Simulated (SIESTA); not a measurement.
Sn:

```
CELL_PARAMETERS angstrom
-1.72654 1.77555 2.33834
1.72654 -1.77555 2.33834
1.72654 1.77555 -2.33834
ATOMIC_POSITIONS crystal
Sn 0.00000 0.00000 0.00000
```

This isn't the form of Sn at room conditions, which is tetragonal (white tin).

| Quantity | Value |
| --- | --- |
| Program | SIESTA 5.4.2 |
| Task | single point |
| Functional | PBE |
| Potentials or basis | PseudoDojo 0.4 standard (PBE files) |
| Basis | DZP (energy shift 0.003 Ry; two zetas on semicore shells) |
| Grid cutoff | 500 Ry |
| Energy shift | 0.003 Ry |
| k mesh | 11 × 11 × 11 |
| Occupations | fermi-dirac, width 0.05 eV |
| Spin | no spin polarisation |

On this cell: pressure -0.1 GPa; band gap on the k mesh none (metal or under the smearing width).

The same run follows on a disturbed copy (cell strained at random at fixed volume):

```xyz
1
Lattice="-1.6658 1.7656 2.2958 1.7444 -1.7991 2.3793 1.6824 1.8152 -2.3212" Properties=species:S:1:pos:R:3 pbc="T T T"
Sn   -0.0176    0.0062   -0.0314
```

Q: What does the disturbed cell give?

A: The energy (extrapolated to zero smearing) moves by +5.2 meV/atom; pressure -0.1 GPa; band gap on the k mesh none (metal or under the smearing width).

Stress tensor (GPa, compression positive):
```
 0.94 -0.01 -0.63
-0.01 -1.06  0.21
-0.63  0.21 -0.28
```

Caveats: the basis of atomic orbitals isn't converged, which shifts pressures, moduli and gaps.
